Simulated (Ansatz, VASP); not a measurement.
## Ga in VASP and in Ansatz

```
CELL_PARAMETERS angstrom
2.71648 0.00000 0.00000
0.00000 2.71648 0.00000
0.00000 0.00000 2.71648
ATOMIC_POSITIONS crystal
Ga 0.00000 0.00000 0.00000
```

The cell was built by a generator and needn't be a form met in nature.

Alike in both runs: task single point; functional PBE; k mesh 10 × 10 × 10; occupations fermi-dirac, width 0.05 eV; no spin polarisation.

```csv
,VASP,Ansatz
version,VASP 6.6.1,Ansatz 0.2.0
potentials or method,"VASP PAW PBE potentials, release 64 (Ga_d)",Ansatz PAW
plane-wave cutoff (eV),520,420
valence electrons in the cell,13,13
```

|  | VASP | Ansatz | Ansatz less VASP |
| --- | --- | --- | --- |
| gap on the k mesh at the Fermi level (eV) | none | none | - |
| pressure (GPa) | 0.3 | 0.2 | -0.12 |

A gap of «none» marks a metal or a gap that the smearing closes. The functional is the same, so the differences come from potentials, cutoffs and numerics.
